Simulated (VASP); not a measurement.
# Settings for PtSe₂: self-consistent run

PtSe₂, P-3m1 (no. 164), 3 atoms in the cell. PBE with D2; PAW potentials Pt, Se (PBE set). VASP 6.6.1.

Wanted: energy within 2 meV/atom; pressure within 0.1 GPa.

POSCAR:
```
PtSe2
1.0
    3.7240000000      0.0000000000      0.0000000000
   -1.8620000000      3.2250786037      0.0000000000
    0.0000000000      0.0000000000      5.0620000000
Pt Se
1 2
Direct
    0.0000000000      0.0000000000      0.0000000000
    0.6666666667      0.3333333333      0.7500000000
    0.3333333333      0.6666666667      0.2500000000
```

## Inputs of the D2 term

| Inputs of the D2 term | Energy less reference (meV/atom) | Pressure (GPa) | SCF iterations | Time (s) |
|---|---|---|---|---|
| default | 0.0 | 2.95 | 15 | 16 |
| VDW_RADIUS = 15 | 6.7 | 3.06 | 15 | 13 |
| VDW_RADIUS = 25 | 1.3 | 2.97 | 15 | 15 |
| VDW_RADIUS = 80 | -0.1 | 2.95 | 15 | 14 |
| VDW_S6 = 0.6 | 117.3 | 3.83 | 15 | 14 |
| VDW_D = 15.0 | -8.5 | 2.66 | 15 | 15 |
| VDW_D = 30.0 | -9.5 | 2.98 | 15 | 14 |

Chosen: default; no other choice that stays within half of the tolerance saves 30 % of the time.

## The input

INCAR:
```
SYSTEM = PtSe2
PREC = Accurate
ENCUT = 520
EDIFF = 1E-7
ISMEAR = 0
SIGMA = 0.02
LREAL = .FALSE.
LASPH = .TRUE.
ALGO = Normal
NELM = 100
ISIF = 2
LWAVE = .FALSE.
LCHARG = .FALSE.
IVDW = 1
```

KPOINTS:
```
k-points
0
Gamma
  6 6 4
```

Commands:
```
cat potpaw_PBE.64/Pt/POTCAR potpaw_PBE.64/Se/POTCAR > POTCAR
mpirun -np 1 vasp_std > vasp.out
```

The chosen input took VASP 6.6.1 16 s on 1 core (Intel Xeon 6975P-C (Granite Rapids)), a shared host.
